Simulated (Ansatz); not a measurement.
The system is Ti.

```
Ti
1.0
     0.00000    2.03000    2.03000
     2.03000    0.00000    2.03000
     2.03000    2.03000    0.00000
Ti
1
Cartesian
  0.0000 0.0000 0.0000
```

This isn't the form of Ti at room conditions, which is hcp.

| Property | Result |
| --- | --- |
| Program | Ansatz 0.2.0 |
| Task | relaxation of cell and atoms |
| Functional | PBE |
| Potentials or basis | Ansatz PAW |
| Cutoff | 420 eV (not typed: the program's choice for these potentials) |
| k mesh | 11 × 11 × 11 |
| Occupations | fermi-dirac, width 0.05 eV |
| Spin | no spin polarisation |

At the start: volume 16.73 Å³/atom.

Where does the relaxation end?

It ends after 5 steps and the volume is 17.36 Å³/atom (+3.8 %); space group Fm-3m (No. 225, to 0.05 Å).

Step by step:
```csv
step,energy change (eV),largest force (eV/Å),volume (Å³)
1,0.0000,0.0000,16.73
2,-0.0039,0.0000,17.83
3,-0.0079,0.0000,17.38
4,-0.0079,0.0000,17.36
5,-0.0080,0.0000,17.36
```

Final structure:
```
Ti
1.0
     0.00000    2.05514    2.05514
     2.05514    0.00000    2.05514
     2.05514    2.05514    0.00000
Ti
1
Direct
  0.00000 0.00000 0.00000
```

Caveat: the plane-wave basis is chosen anew once the cell has moved, so the energies of steps on either side of that aren't comparable.
